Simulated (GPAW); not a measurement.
# Pb (Fm-3m) in GPAW: elastic constants with rSCAN

Aim: the elastic constants of Pb with rSCAN.

Everything below comes from runs of GPAW 26.7.0. Logs are shortened: lines on timing, memory, paths and dates and some standing lists are left out, and cuts for length are marked. The log counts tension as positive stress, the text compression.

### 1 The crystal as given

Symmetry: Fm-3m, No. 225, cubic system. Conventional cell: a = 4.950 Å, b = 4.950 Å, c = 4.950 Å, α = 90.00°, β = 90.00°, γ = 90.00°. Around Pb (site symmetry m-3m) lie 12 Pb at 3.50 Å.

### 2 Elastic constants, rSCAN, 30.32 Å³/atom

File run.py:

```python
import json
import numpy as np
import spglib
from ase.constraints import FixSymmetry
from ase.filters import FrechetCellFilter
from ase.io import read, write
from ase.optimize import BFGS
from ase.stress import full_3x3_to_voigt_6_stress, voigt_6_to_full_3x3_strain, voigt_6_to_full_3x3_stress
from ase.units import GPa
from gpaw import GPAW, PW

atoms = read('Pb.cif')

calc = GPAW(mode=PW(600),
            xc='MGGA_X_RSCAN+MGGA_C_RSCAN',
            kpts={'size': (9, 9, 9), 'gamma': True},
            occupations={'name': 'fermi-dirac', 'width': 0.05},
            nbands=14,
            convergence={'density': 1e-06, 'eigenstates': 1e-09},
            maxiter=150,
            txt='gpaw.txt')
atoms.calc = calc
atoms.set_constraint(FixSymmetry(atoms))
BFGS(FrechetCellFilter(atoms), trajectory='relax.traj', logfile='-').run(fmax=0.005, steps=40)
atoms.set_constraint()
energy = atoms.get_potential_energy()
forces = atoms.get_forces()
stress = atoms.get_stress()
calc.write('gs.gpw')
write('result.traj', atoms)
print('Cell:', atoms.cell.cellpar().round(4))
print(atoms.get_scaled_positions().round(5))

gpts = tuple(int(n) for n in calc.get_number_of_grid_points())
cell = atoms.cell[:].T
dataset = spglib.get_symmetry((atoms.cell[:], atoms.get_scaled_positions(), atoms.numbers), symprec=1e-4)
rotations = [cell @ w @ np.linalg.inv(cell) for w in dataset['rotations']]
strains, clamped, relaxed = [], [], []
for v in [0]:
    for e in (-0.005, 0.005):
        voigt = np.zeros(6)
        voigt[v] = e
        F = voigt_6_to_full_3x3_strain(voigt)
        a = atoms.copy()
        a.set_cell(atoms.cell[:] @ F, scale_atoms=True)
        c = GPAW(mode=PW(600),
                 xc='MGGA_X_RSCAN+MGGA_C_RSCAN',
                 kpts={'size': (9, 9, 9), 'gamma': True},
                 occupations={'name': 'fermi-dirac', 'width': 0.05},
                 nbands=14,
                 convergence={'density': 1e-06, 'eigenstates': 1e-09},
                 maxiter=150,
                 gpts=gpts,
                 txt=f'strain-{v}{e:+.3f}.txt')
        a.calc = c
        s0 = s1 = a.get_stress() - stress
        print(v, e, 'clamped', (s0 / GPa).round(3), 'relaxed', (s1 / GPa).round(3), flush=True)
        for R in rotations:  # images under the point group
            eps = R @ (F - np.eye(3)) @ R.T
            strains.append(full_3x3_to_voigt_6_stress(eps) * [1, 1, 1, 2, 2, 2])
            for s, rows in ((s0, clamped), (s1, relaxed)):
                rows.append(full_3x3_to_voigt_6_stress(R @ voigt_6_to_full_3x3_stress(s) @ R.T))

C0, C = (np.linalg.lstsq(np.array(strains), np.array(s), rcond=None)[0].T / GPa for s in (clamped, relaxed))
print('Clamped-ion Cij (GPa):')
print(C0.round(1))
print('Relaxed-ion Cij (GPa):')
print(C.round(1))
json.dump({'clamped': C0.tolist(), 'relaxed': C.tolist()}, open('elastic.json', 'w'))
```

File Pb.cif:

```cif
data_Pb
_cell_length_a 3.50020685
_cell_length_b 3.50020685
_cell_length_c 3.50020685
_cell_angle_alpha 60.00000000
_cell_angle_beta 60.00000000
_cell_angle_gamma 60.00000000
_space_group_name_H-M_alt 'P1'
_space_group_name_Hall 'P 1'
_space_group_IT_number 1
loop_
_space_group_symop_operation_xyz
'x,y,z'
loop_
_atom_site_label
_atom_site_type_symbol
_atom_site_symmetry_multiplicity
_atom_site_Wyckoff_symbol
_atom_site_fract_x
_atom_site_fract_y
_atom_site_fract_z
_atom_site_occupancy
Pb1 Pb 1 a 0.0000000000 0.0000000000 0.0000000000 1
```

Potentials or basis: GPAW PAW data sets (gpaw-data 1.2.1), pw.

On the command line:

```bash
$ OMP_NUM_THREADS=1 python run.py
```

gpaw.txt:

```text
__  _  _
 | _ |_)|_||  |
 |__||  | ||/\| - 26.7.0

Input parameters:
  mode=PW(ecut=600.0),
  convergence={'density': 1e-06, 'eigenstates': 1e-09},
  kpts=MonkhorstPack(size=(9, 9, 9), gamma=True),
  maxiter=150,
  nbands=14,
  occupations=Occupations(name='fermi-dirac', width=0.05),
  xc=XC(name='MGGA_X_RSCAN+MGGA_C_RSCAN')

Diagonalizing LCAO Hamiltonian
Converting LCAO to pw mode

       Pb

Atoms  # Å, Bohr magnetons
|   | symbol |        x |        y |        z |    initial magnetic moments |
|---|--------|----------|----------|----------|-----------------------------|
| 0 |     Pb | 0.000000 | 0.000000 | 0.000000 | ( 0.0000,  0.0000,  0.0000) |

Unit cell  # Å
| periodic |        x |         y |        z |  lengths |    angles |
|----------|----------|-----------|----------|----------|-----------|
|      yes | 3.500207 | -0.000000 | 0.000000 | 3.500207 | 60.000000 |
|      yes | 1.750103 |  3.031268 | 0.000000 | 3.500207 | 60.000000 |
|      yes | 1.750103 |  1.010423 | 2.857907 | 3.500207 | 60.000000 |

Number of symmetries: 48
Symmetry operations  # r_c * U_cc + t_c -> r_c
|    | kind |            matrix            |
|----|------|------------------------------|
|  0 |  σ   |  1, 0, 0,  1, 0,-1,  1,-1, 0 |
|  1 |  C2  |  1, 0, 0,  1,-1, 0,  1, 0,-1 |
|  2 |  E   |  1, 0, 0,  0, 1, 0,  0, 0, 1 |
|  3 |  σ   |  1, 0, 0,  0, 0, 1,  0, 1, 0 |
|  4 |  C4  |  1, 0,-1,  1, 0, 0,  1,-1, 0 |
|  5 |  S6  |  1, 0,-1,  1,-1, 0,  1, 0, 0 |
|  6 |  σ   |  1, 0,-1,  0, 1,-1,  0, 0,-1 |
|  7 |  C3  |  1, 0,-1,  0, 0,-1,  0, 1,-1 |
|  8 |  S6  |  1,-1, 0,  1, 0, 0,  1, 0,-1 |
|  9 |  C4  |  1,-1, 0,  1, 0,-1,  1, 0, 0 |
| 10 |  C3  |  1,-1, 0,  0,-1, 1,  0,-1, 0 |
[... 200 lines left out ...]
No gap
No difference between direct/indirect transitions

Stress tensor  # eV/Ang^3
|         x |         y |         z |
|-----------|-----------|-----------|
| -0.007284 |  0.000000 | -0.000000 |
|  0.000000 | -0.007284 |  0.000000 |
| -0.000000 |  0.000000 | -0.007284 |

Forces  # eV/Ang
|       x |       y |       z |
|---------|---------|---------|
| 0.00000 | 0.00000 | 0.00000 |  # Pb   0

Interpolating wave functions to new cell

       Pb

Atoms  # Å, Bohr magnetons
|   | symbol |        x |        y |        z |    initial magnetic moments |
|---|--------|----------|----------|----------|-----------------------------|
| 0 |     Pb | 0.000000 | 0.000000 | 0.000000 | ( 0.0000,  0.0000,  0.0000) |

Unit cell  # Å
| periodic |        x |         y |        z |  lengths |    angles |
|----------|----------|-----------|----------|----------|-----------|
|      yes | 3.511268 | -0.000000 | 0.000000 | 3.511268 | 60.000000 |
|      yes | 1.755634 |  3.040848 | 0.000000 | 3.511268 | 60.000000 |
|      yes | 1.755634 |  1.013616 | 2.866939 | 3.511268 | 60.000000 |

Number of symmetries: 48
Symmetry operations  # r_c * U_cc + t_c -> r_c
|    | kind |            matrix            |
|----|------|------------------------------|
|  0 |  σ   |  1, 0, 0,  1, 0,-1,  1,-1, 0 |
|  1 |  C2  |  1, 0, 0,  1,-1, 0,  1, 0,-1 |
|  2 |  E   |  1, 0, 0,  0, 1, 0,  0, 0, 1 |
|  3 |  σ   |  1, 0, 0,  0, 0, 1,  0, 1, 0 |
|  4 |  C4  |  1, 0,-1,  1, 0, 0,  1,-1, 0 |
|  5 |  S6  |  1, 0,-1,  1,-1, 0,  1, 0, 0 |
|  6 |  σ   |  1, 0,-1,  0, 1,-1,  0, 0,-1 |
|  7 |  C3  |  1, 0,-1,  0, 0,-1,  0, 1,-1 |
[... 205 lines left out ...]
No gap
No difference between direct/indirect transitions

Stress tensor  # eV/Ang^3
|         x |         y |         z |
|-----------|-----------|-----------|
| -0.004340 |  0.000000 |  0.000000 |
| -0.000000 | -0.004340 |  0.000000 |
|  0.000000 |  0.000000 | -0.004340 |

Forces  # eV/Ang
|       x |        y |        z |
|---------|----------|----------|
| 0.00000 | -0.00000 | -0.00000 |  # Pb   0

Interpolating wave functions to new cell

       Pb

Atoms  # Å, Bohr magnetons
|   | symbol |        x |        y |        z |    initial magnetic moments |
|---|--------|----------|----------|----------|-----------------------------|
| 0 |     Pb | 0.000000 | 0.000000 | 0.000000 | ( 0.0000,  0.0000,  0.0000) |

Unit cell  # Å
| periodic |        x |         y |        z |  lengths |    angles |
|----------|----------|-----------|----------|----------|-----------|
|      yes | 3.528030 | -0.000000 | 0.000000 | 3.528030 | 60.000000 |
|      yes | 1.764015 |  3.055364 | 0.000000 | 3.528030 | 60.000000 |
|      yes | 1.764015 |  1.018455 | 2.880624 | 3.528030 | 60.000000 |

Number of symmetries: 48
Symmetry operations  # r_c * U_cc + t_c -> r_c
|    | kind |            matrix            |
|----|------|------------------------------|
|  0 |  σ   |  1, 0, 0,  1, 0,-1,  1,-1, 0 |
|  1 |  C2  |  1, 0, 0,  1,-1, 0,  1, 0,-1 |
|  2 |  E   |  1, 0, 0,  0, 1, 0,  0, 0, 1 |
|  3 |  σ   |  1, 0, 0,  0, 0, 1,  0, 1, 0 |
|  4 |  C4  |  1, 0,-1,  1, 0, 0,  1,-1, 0 |
|  5 |  S6  |  1, 0,-1,  1,-1, 0,  1, 0, 0 |
|  6 |  σ   |  1, 0,-1,  0, 1,-1,  0, 0,-1 |
|  7 |  C3  |  1, 0,-1,  0, 0,-1,  0, 1,-1 |
[... 205 lines left out ...]
No gap
No difference between direct/indirect transitions

Stress tensor  # eV/Ang^3
|         x |         y |         z |
|-----------|-----------|-----------|
| -0.000165 |  0.000000 | -0.000000 |
|  0.000000 | -0.000165 |  0.000000 |
|  0.000000 |  0.000000 | -0.000165 |

Forces  # eV/Ang
|        x |       y |        z |
|----------|---------|----------|
| -0.00000 | 0.00000 | -0.00000 |  # Pb   0

Interpolating wave functions to new cell

       Pb

Atoms  # Å, Bohr magnetons
|   | symbol |        x |        y |        z |    initial magnetic moments |
|---|--------|----------|----------|----------|-----------------------------|
| 0 |     Pb | 0.000000 | 0.000000 | 0.000000 | ( 0.0000,  0.0000,  0.0000) |

Unit cell  # Å
| periodic |        x |         y |        z |  lengths |    angles |
|----------|----------|-----------|----------|----------|-----------|
|      yes | 3.528702 | -0.000000 | 0.000000 | 3.528702 | 60.000000 |
|      yes | 1.764351 |  3.055946 | 0.000000 | 3.528702 | 60.000000 |
|      yes | 1.764351 |  1.018649 | 2.881173 | 3.528702 | 60.000000 |

Number of symmetries: 48
Symmetry operations  # r_c * U_cc + t_c -> r_c
|    | kind |            matrix            |
|----|------|------------------------------|
|  0 |  σ   |  1, 0, 0,  1, 0,-1,  1,-1, 0 |
|  1 |  C2  |  1, 0, 0,  1,-1, 0,  1, 0,-1 |
|  2 |  E   |  1, 0, 0,  0, 1, 0,  0, 0, 1 |
|  3 |  σ   |  1, 0, 0,  0, 0, 1,  0, 1, 0 |
|  4 |  C4  |  1, 0,-1,  1, 0, 0,  1,-1, 0 |
|  5 |  S6  |  1, 0,-1,  1,-1, 0,  1, 0, 0 |
|  6 |  σ   |  1, 0,-1,  0, 1,-1,  0, 0,-1 |
|  7 |  C3  |  1, 0,-1,  0, 0,-1,  0, 1,-1 |
[... 205 lines left out ...]
No gap
No difference between direct/indirect transitions

Stress tensor  # eV/Ang^3
|         x |         y |         z |
|-----------|-----------|-----------|
| -0.000004 | -0.000000 | -0.000000 |
| -0.000000 | -0.000004 |  0.000000 |
| -0.000000 |  0.000000 | -0.000004 |

Forces  # eV/Ang
|        x |       y |       z |
|----------|---------|---------|
| -0.00000 | 0.00000 | 0.00000 |  # Pb   0

# Writing to gs.gpw (mode='')
```

It took 3.3 min on 1 thread of Intel Xeon 6975P-C (Granite Rapids), shared host; peak memory 0.72 GiB.

What came out:

```
Free energy                                  : -65.3168 eV
Relaxed volume                               : 31.07 Å³/atom
Relaxed cell                                 : a = 3.529 Å, b = 3.529 Å, c = 3.529 Å, α = 60.00°, β = 60.00°, γ = 60.00°
Space group after relaxing (to 0.05 Å)       : Fm-3m (No. 225)
Pressure after relaxing                      : 0.0 GPa
Band gap on the k mesh                       : none (metal or under the smearing width)
Voigt bulk modulus                           : 45 GPa
Bulk modulus (Hill)                          : 45 GPa
Shear modulus (Hill)                         : 19 GPa
Young's modulus                              : 51 GPa
Poisson's ratio (from the elastic constants) : 0.31
```

Caveat: the density grid can change from cell to cell, which puts small steps into energies and stress; elastic constants of metals need much finer meshes, so these are rough; the PAW data sets were made with another functional, which shifts forces and pressure a little.
